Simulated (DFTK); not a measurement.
Here is a DFTK 0.8.2 calculation.

File run.jl:

```julia
using DFTK
using PseudoPotentialData
using Unitful, UnitfulAtomic
using LinearAlgebra, Printf
include("save.jl")
disable_threading()

lines = readlines("Ge.cif")
tag(name) = parse(Float64, split(only(filter(startswith(name), lines)))[2])
a, b, c = tag.(["_cell_length_a", "_cell_length_b", "_cell_length_c"])
α, β, γ = deg2rad.(tag.(["_cell_angle_alpha", "_cell_angle_beta", "_cell_angle_gamma"]))
cx, cy  = cos(β), (cos(α) - cos(β) * cos(γ)) / sin(γ)
lattice = austrip(1u"Å") * [a b*cos(γ) c*cx; 0 b*sin(γ) c*cy; 0 0 c*sqrt(1 - cx^2 - cy^2)]
sites     = split.(lines[findlast(startswith("_atom_site_"), lines)+1:end])
symbols   = [Symbol(s[2]) for s in sites]
positions = [parse.(Float64, s[5:7]) for s in sites]
pseudopotentials = PseudoFamily("cp2k.nc.sr.pbe.v0_1.semicore.gth")
elements = Dict(s => ElementPsp(s, pseudopotentials) for s in unique(symbols))
atoms    = [elements[s] for s in symbols]

build_model(lattice, positions; symmetries=true) =
    model_DFT(lattice, atoms, positions;
              functionals=[:mgga_x_tb09, :lda_c_pw],
              temperature=austrip(0.05u"eV"),
              smearing=Smearing.FermiDirac(),
              symmetries)
Ecut  = 39.0  # hartree
kgrid = [8, 8, 8]
tol   = 1e-6
to_GPa = ustrip(uconvert(u"GPa", 1u"hartree/bohr^3"))

model = build_model(lattice, positions)
basis = PlaneWaveBasis(model; Ecut, kgrid)
display(basis)
scfres = self_consistent_field(basis;
                               tol,
                               nbandsalg=AdaptiveBands(model; n_bands_converge=9))
display(scfres.energies)
@printf "Fermi level: %.6f eV\n" ustrip(auconvert(u"eV", something(scfres.εF, NaN)))
println("Levels at the first k-point (eV): ", round.(ustrip.(auconvert.(u"eV", scfres.eigenvalues[1][1:scfres.n_bands_converge])); digits=4))
save_scf!(scfres)

points = Dict("G" => [0.0, 0.0, 0.0], "K" => [0.375, 0.375, 0.75], "L" => [0.5, 0.5, 0.5], "U" => [0.625, 0.25, 0.625], "W" => [0.5, 0.25, 0.75], "X" => [0.5, 0.0, 0.5])
segments = [("G", "X", 7), ("X", "W", 4), ("W", "K", 3), ("K", "G", 7), ("G", "L", 6), ("L", "U", 4), ("U", "W", 3), ("W", "L", 5), ("L", "K", 4), ("U", "X", 3)]
kcoords = vcat([[points[a] + t * (points[b] - points[a]) for t in range(0, 1, n)] for (a, b, n) in segments]...)
bands = compute_bands(scfres, ExplicitKpoints(kcoords); n_bands=11, tol=1e-5)
for (k, ε) in zip(bands.basis.kpoints, bands.eigenvalues)
    @printf "%d %8.4f %8.4f %8.4f " k.spin k.coordinate...
    println(join([@sprintf("%9.4f", e) for e in ustrip.(auconvert.(u"eV", ε .- scfres.εF))]))
end
results["band_energies"] = rows(bands.eigenvalues); results["band_kpoints"] = rows(kcoords)
```

The input Ge.cif:

```cif
data_Ge
_cell_length_a 4.00068289
_cell_length_b 4.00068289
_cell_length_c 4.00068289
_cell_angle_alpha 60.00000000
_cell_angle_beta 60.00000000
_cell_angle_gamma 60.00000000
_space_group_name_H-M_alt 'P1'
_space_group_name_Hall 'P 1'
_space_group_IT_number 1
loop_
_space_group_symop_operation_xyz
'x,y,z'
loop_
_atom_site_label
_atom_site_type_symbol
_atom_site_symmetry_multiplicity
_atom_site_Wyckoff_symbol
_atom_site_fract_x
_atom_site_fract_y
_atom_site_fract_z
_atom_site_occupancy
Ge1 Ge 1 a 0.7500000000 0.7500000000 0.7500000000 1
Ge2 Ge 1 a 0.5000000000 0.5000000000 0.5000000000 1
```

Potentials or basis: cp2k.nc.sr.pbe.v0_1.semicore.gth (PBE, GTH).

Run with:

```sh
$ julia --threads=1 run.jl  # save.jl only writes the numbers to a file and isn't shown; printed stress counts tension as positive; times include loading and compiling
```

(1) What does it give for the band gap along the path?

(2) What does it give for the band gap on the k mesh?

Results:

(1) 0.66 eV, indirect (least direct gap 0.89 eV).

(2) 0.66 eV, indirect (least direct gap 0.89 eV).

Caveat: the program leaves the constant c of mgga_x_tb09 at 1, so the potential is Becke-Johnson's (BJ06) and not Tran and Blaha's, with levels but no total energy; GTH potentials come without recommended cutoffs, and this one wasn't checked for convergence; the program warned that the kinetic-energy density falls under its von Weizsäcker bound, which can give unphysical results; the potentials were made for another functional, which shifts forces and pressure.

**What was measured.**

From “Electronic and optical properties of SixGe1-x-ySny alloys lattice-matched to Ge”, 2021, arxiv:2109.02782, for a bulk crystal of Ge at 293 K: band gap 0.666 eV (indirect).

Against the measured gap of Ge, 0.666 eV (indirect; 293 K; “Electronic and optical properties of SixGe1-x-ySny alloys lattice-matched to Ge”, 2021, arxiv:2109.02782), the calculated 0.66 eV is off by -0.01 eV. 2 values of this kind are on record (0.666 to 0.744 eV); this one was drawn at random. Spin-orbit coupling on Ge is left out. The value is that of BJ06, without temperature or zero-point motion.
